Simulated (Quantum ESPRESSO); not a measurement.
Crystal: TiNi.

```
CELL_PARAMETERS angstrom
2.73580 0.00000 0.00000
0.00000 2.73580 0.00000
0.00000 0.00000 3.58141
ATOMIC_POSITIONS crystal
Ni 0.00000 0.00000 0.00000
Ti 0.50000 0.50000 0.50000
```

The cell comes from a database or a generator and needn't be the stable form of this composition.

A run of Quantum ESPRESSO 7.5 on this cell left the log below. Logs are shortened: lines on timing, memory, paths and dates and some standing lists are left out, and cuts for length are marked.

```text
This program is part of the open-source Quantum ESPRESSO suite
     for quantum simulation of materials; please cite
         "P. Giannozzi et al., J. Phys.:Condens. Matter 21 395502 (2009);
         "P. Giannozzi et al., J. Phys.:Condens. Matter 29 465901 (2017);
         "P. Giannozzi et al., J. Chem. Phys. 152 154105 (2020);
     in publications or presentations arising from this work. More details at

     Message from routine setup:
     using ibrav=0 with symmetry is DISCOURAGED, use correct ibrav instead

     K-points division:     npool     =       2
     Subspace diagonalization in iterative solution of the eigenvalue problem:
     a serial algorithm will be used

     G-vector sticks info
     --------------------
     sticks:   dense  smooth     PW     G-vecs:    dense   smooth      PW
     Sum         761     377    121                20929     7341    1393

     Using Slab Decomposition

     bravais-lattice index     =            0
     lattice parameter (alat)  =       5.1699  a.u.
     unit-cell volume          =     180.8924 (a.u.)^3
     number of atoms/cell      =            2
     number of atomic types    =            2
     number of electrons       =        30.00
     number of Kohn-Sham states=           25
     kinetic-energy cutoff     =      45.0000  Ry
     charge density cutoff     =     360.0000  Ry
     scf convergence threshold =      4.0E-10
     mixing beta               =       0.3000
     number of iterations used =            8  plain     mixing
     Exchange-correlation= SLA  PW   PSX  PSC
                           (   1   4  10   8   0   0   0)

     celldm(1)=   5.169918  celldm(2)=   0.000000  celldm(3)=   0.000000
     celldm(4)=   0.000000  celldm(5)=   0.000000  celldm(6)=   0.000000

     crystal axes: (cart. coord. in units of alat)
               a(1) = (   1.000000   0.000000   0.000000 )
               a(2) = (   0.000000   1.000000   0.000000 )
               a(3) = (   0.000000   0.000000   1.309089 )

     reciprocal axes: (cart. coord. in units 2 pi/alat)
[... 46 lines left out ...]
         1        Ni     tau(   1) = (   0.0000000   0.0000000   0.0000000  )
         2        Ti     tau(   2) = (   0.5000000   0.5000000   0.6545446  )

     number of k points=    60  Fermi-Dirac smearing, width (Ry)=  0.0037
                       cart. coord. in units 2pi/alat
        k(    1) = (   0.0000000   0.0000000   0.0000000), wk =   0.0022321
        k(    2) = (   0.0000000   0.0000000   0.1091271), wk =   0.0044643
        k(    3) = (   0.0000000   0.0000000   0.2182543), wk =   0.0044643
        k(    4) = (   0.0000000   0.0000000   0.3273814), wk =   0.0044643
        k(    5) = (   0.0000000   0.1250000   0.0000000), wk =   0.0089286
        k(    6) = (   0.0000000   0.1250000   0.1091271), wk =   0.0178571
[... 52 lines left out ...]
        k(   59) = (  -0.5000000  -0.5000000   0.2182543), wk =   0.0044643
        k(   60) = (  -0.5000000  -0.5000000   0.3273814), wk =   0.0044643

     Dense  grid:    20929 G-vectors     FFT dimensions: (  32,  32,  45)

     Smooth grid:     7341 G-vectors     FFT dimensions: (  24,  24,  30)

     Check: negative core charge=   -0.000014
     Generating pointlists ...
     new r_m :   0.3975 (alat units)  2.0549 (a.u.) for type    1
     new r_m :   0.3975 (alat units)  2.0549 (a.u.) for type    2

     Initial potential from superposition of free atoms

     starting charge      27.0000, renormalised to      30.0000

     negative rho (up, down):  6.526E-04 6.781E-04
     Starting wfcs are   23 randomized atomic wfcs +    2 random wfcs

     Self-consistent Calculation

     iteration #  1     ecut=    45.00 Ry     beta= 0.30
     Davidson diagonalization with overlap
     ethr =  1.00E-02,  avg # of iterations =  5.7

     negative rho (up, down):  2.172E-04 2.144E-04
[... 271 lines left out ...]
     iteration # 24     ecut=    45.00 Ry     beta= 0.30
     Davidson diagonalization with overlap
     ethr =  2.96E-12,  avg # of iterations =  2.0

     negative rho (up, down):  4.397E-04 4.396E-04

     Magnetic moment per site  (integrated on atomic sphere of radius R)
     atom   1 (R=0.397)  charge= 17.0483  magn=  0.0000
     atom   2 (R=0.397)  charge= 10.1226  magn= -0.0001

     End of self-consistent calculation

     Number of k-points >= 100: set verbosity='high' to print the bands.

     the Fermi energy is    15.9026 ev

!    total energy              =    -462.28302424 Ry
     estimated scf accuracy    <          3.0E-10 Ry
     smearing contrib. (-TS)   =      -0.00140919 Ry
     internal energy E=F+TS    =    -462.28161505 Ry

     The total energy is F=E-TS. E is the sum of the following terms:
     one-electron contribution =    -257.73389692 Ry
     hartree contribution      =     144.06572383 Ry
     xc contribution           =     -53.06349568 Ry
     ewald contribution        =    -295.54994628 Ry

     total magnetization       =    -0.00 Bohr mag/cell
     absolute magnetization    =     0.00 Bohr mag/cell

     convergence has been achieved in  24 iterations

     negative rho (up, down):  4.397E-04 4.396E-04

     Forces acting on atoms (cartesian axes, Ry/au):

     atom    1 type  1   force =     0.00000000    0.00000000    0.00000000
     atom    2 type  2   force =     0.00000000    0.00000000    0.00000000

     Total force =     0.000000     Total SCF correction =     0.000000

     Computing stress (Cartesian axis) and pressure

     negative rho (up, down):  4.397E-04 4.396E-04
          total   stress  (Ry/bohr**3)                   (kbar)     P=      -63.37
  -0.00034108   0.00000000   0.00000000          -50.18        0.00        0.00
   0.00000000  -0.00034108   0.00000000            0.00      -50.18        0.00
   0.00000000   0.00000000  -0.00061012            0.00        0.00      -89.75

=------------------------------------------------------------------------------=
   JOB DONE.
=------------------------------------------------------------------------------=
```

Write the input and the command behind it.

Single point with PBEsol, collinear spin, random start. The files as run (others can give the same):

pw.in
```
&CONTROL
  calculation = 'scf'
  prefix = 'pwscf'
  outdir = './tmp'
  pseudo_dir = './pseudo'
  tprnfor = .true.
  tstress = .true.
  disk_io = 'nowf'
/
&SYSTEM
  ibrav = 0
  nat = 2
  ntyp = 2
  ecutwfc = 45
  ecutrho = 360
  nbnd = 25
  occupations = 'smearing'
  smearing = 'fd'
  degauss = 0.00367493
  nspin = 2
  starting_magnetization(1) = -0.0389
  starting_magnetization(2) = -0.0192
/
&ELECTRONS
  conv_thr = 4d-10
  electron_maxstep = 120
  mixing_beta = 0.3
/
ATOMIC_SPECIES
Ni    58.6934 ni_pbesol_v1.4.uspp.F.UPF
Ti    47.8670 ti_pbesol_v1.4.uspp.F.UPF
CELL_PARAMETERS bohr
   5.1699184009    0.0000000000    0.0000000000
   0.0000000000    5.1699184009    0.0000000000
   0.0000000000    0.0000000000    6.7678840400
ATOMIC_POSITIONS bohr
Ni     0.0000000000    0.0000000000    0.0000000000
Ti     2.5849592005    2.5849592005    3.3839420200
K_POINTS automatic
8 8 7 0 0 0
```

Potentials or basis: GBRV 1.5 PBEsol.
Run with:
```sh
$ OMP_NUM_THREADS=1 mpirun -n 2 pw.x -nk 2 -in pw.in > pw.out
```
